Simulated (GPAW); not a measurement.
The system is GaN.

```
Ga N
1.0
     3.18000    0.00000    0.00000
    -1.59000    2.75396    0.00000
     0.00000    0.00000    5.16600
Ga N
2 2
Cartesian
  1.5900 0.9180 2.5830
  0.0000 1.8360 0.0000
  1.5900 0.9180 4.5203
  0.0000 1.8360 1.9373
```

| Property | Result |
| --- | --- |
| Program | GPAW 26.7.0 |
| Task | relaxation of cell and atoms |
| Functional | PBE |
| Potentials or basis | GPAW PAW data sets (gpaw-data 1.2.1) |
| Cutoff | 800 eV |
| Basis | pw |
| k mesh | 10 × 10 × 5 |
| Occupations | fermi-dirac, width 0.05 eV |
| Spin | no spin polarisation |

At the start: pressure 15.3 GPa; volume 11.31 Å³/atom.

Q: Where does the relaxation end?

A: Over 6 steps the energy falls by 40.2 meV/atom and the volume is 12.14 Å³/atom (+7.3 %); space group P6_3mc (No. 186, to 0.05 Å).

The path:
```tsv
step	energy change (eV)	largest force (eV/Å)	pressure (GPa)	volume (Å³)
1	0.0000	0.1814	15.28	45.24
2	-0.0490	0.0838	12.41	45.77
3	-0.1568	0.1128	1.47	48.15
4	-0.1601	0.0800	0.24	48.47
5	-0.1609	0.0364	-0.08	48.55
6	-0.1610	0.0054	-0.07	48.55
```

Final structure:
```
Ga N
1.0
     3.25438    0.00000    0.00000
    -1.62719    2.81838    0.00000
     0.00000    0.00000    5.29306
Ga N
2 2
Direct
  0.66667 0.33333 0.49895
  0.33333 0.66667 0.99895
  0.66667 0.33333 0.87604
  0.33333 0.66667 0.37603
```

Caveat: the data sets keep Ga 3d, Li 1s and Be 1s frozen, and some such compounds lay over 1.5 % in volume off other programs; later steps reuse the first step's grids.
